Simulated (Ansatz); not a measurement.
SiO2 — 17O NMR of the central transition

Cell: a computed structure from the Materials Project (it need not be an observed phase), atoms as given.

```cif
data_SiO2
_symmetry_space_group_name_H-M 'Ia-3'
_symmetry_Int_Tables_number 206
_cell_length_a 8.4471
_cell_length_b 8.4471
_cell_length_c 8.4471
_cell_angle_alpha 90.000
_cell_angle_beta 90.000
_cell_angle_gamma 90.000
loop_
_atom_site_label
_atom_site_type_symbol
_atom_site_symmetry_multiplicity
_atom_site_Wyckoff_symbol
_atom_site_fract_x
_atom_site_fract_y
_atom_site_fract_z
Si Si 16 c 0.1412 0.6412 0.8588
O9 O 24 d 0.5000 0.2500 0.4302
O14 O 8 b 0.7500 0.2500 0.2500
```

One atom of each set is listed; the run and its k-mesh use a cell of 24 atoms with edges of 7.32, 7.32, 7.32 Å.

All values are calculated (Ansatz; DFT, PBE, plane waves and PAW, scalar-relativistic, 420 eV cutoff, Γ-centred 4×4×4 k-points, Fermi–Dirac smearing 0.02 eV), not measured.

17O has I = 5/2 and Q = -25.58 mb (Pyykkö 2018); at 11.7 T its Larmor frequency is ν₀ = 67.6 MHz. Only the quadrupole interaction is simulated: positions count from each site's isotropic chemical shift, and J coupling is left out, as are shift anisotropy and dipolar coupling, which fast spinning averages.

Q: What does the 17O spectrum (fast magic-angle spinning) show for each site?

A: 

| site | first shell | C_Q (MHz) | η | P_Q (MHz) | δ_QIS (ppm) | breadth (kHz) |
| --- | --- | --- | --- | --- | --- | --- |
| O9 | 2 Si at 1.62 Å, angle 136° | -5.70 | 0.30 | 5.79 | -44.0 | 6.83 |
| O14 | 2 Si at 1.59 Å, angle 180° | -6.04 | 0.00 | 6.04 | -47.9 | 6.94 |

δ_QIS = −(ν_Q²/30ν₀²)[I(I+1) − 3/4](1 + η²/3) × 10⁶ ppm with ν_Q = 3|C_Q|/[2I(2I−1)]; it falls as 1/B₀² in ppm, and the breadth as 1/B₀ in kHz.

An axis of threefold or higher order runs through O14, so V_zz lies along it and η is zero. At O9 V_zz runs parallel to the line that joins its two neighbours (within 4°).

At this cell the PBE pressure is 6 GPa, so with PBE the cell would grow if it were relaxed. The entry's cell may itself be off. The largest force is 0.3 eV/Å, so the atoms aren't at the calculated equilibrium and relaxing them would move these values.

Hardware: 1 thread of Intel Xeon Platinum 8375C CPU @ 2.90GHz (Ice Lake) (x86_64; 2 cores open to the job, memory cap 2.5 GiB, no GPU), a shared host with a load of 0.2 a core. Wall time 15 s, CPU time 15 s, peak memory 0.65 GiB.
